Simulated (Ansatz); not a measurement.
# GaN: the cost of one run

Method: DFT PBEsol, scalar-relativistic, plane waves, PAW, in Ansatz 0.2.0.

The COD entry's cell or inner coordinates are ideal or old and differ from later refinements, so a difference from it is no clean test against experiment.

3 further runs of the same task are left out: 3 set aside as unsound or not needed.

## (1) The system as given

It takes space group P6_3mc (No. 186, hexagonal). Conventional cell: a = 3.183 Å, b = 3.183 Å, c = 5.185 Å, α = 90.00°, β = 90.00°, γ = 120.00°. Ga (site symmetry 3m) is surrounded by 4 N at 1.95 Å. Around N (site symmetry 3m) lie 4 Ga at 1.95 Å.

As a file:

```xyz
4
Lattice="3.1826 0.0000 0.0000 -1.5913 2.7562 0.0000 0.0000 0.0000 5.1854" Properties=species:S:1:pos:R:3 pbc="T T T"
Ga    0.0000    1.8375    5.1812
Ga    1.5913    0.9187    2.5885
N     0.0000    1.8375    1.9487
N     1.5913    0.9187    4.5414
```

It is the result of an earlier relaxation at this level (volume 11.37 Å³/atom; gap on the mesh: 1.88 eV).

## (2) The reference cell

Reference values: F = -8245.6941 eV; pressure 0.00 GPa; largest force 0.000 eV/Å; gap on the mesh 1.88 eV. It was computed beforehand with the settings of the runs below.

## (3) Setting up rattled cells

All atoms are moved at random with no net shift, in some cells together with a random strain.

## (4) Point rms move = 0.035 Å

input.yaml reads:

```yaml
crystal:
  lattice:
    - [3.1784537602, -0.0052245959, -0.0329138086]
    - [-1.5937515129, 2.7916314018, 0.0254977596]
    - [-0.0536269953, 0.0170092127, 5.1648058109]
  atoms:
    - { symbol: Ga, position: [0.3321352755, 0.6668066441, 0.9975648916] }
    - { symbol: Ga, position: [0.66388696, 0.3401412139, 0.4945561091] }
    - { symbol: "N", position: [0.3242561968, 0.6628300667, 0.3783029805] }
    - { symbol: "N", position: [0.6797215677, 0.3302220753, 0.8795760188] }
basis:
  ecutwfc: 420
kpoints:
  mp_grid: { grid: [12, 12, 6] }
hamiltonian:
  xc: pbesol
scf:
  occupations: { method: gaussian, width: 0.05 }
output:
  forces: true
  stress: true
  eigenvalues: true
```

On the command line:

```bash
ansatz run input.yaml --threads 2 --pin off --max-ram 5120MiB --backend cpu --events-out ev --progress --plain --runs-dir out
```

What time and memory should one allow on 2 threads of Intel Xeon at 2.70GHz, shared host?

About 27 s, with a peak of 0.7 GiB.
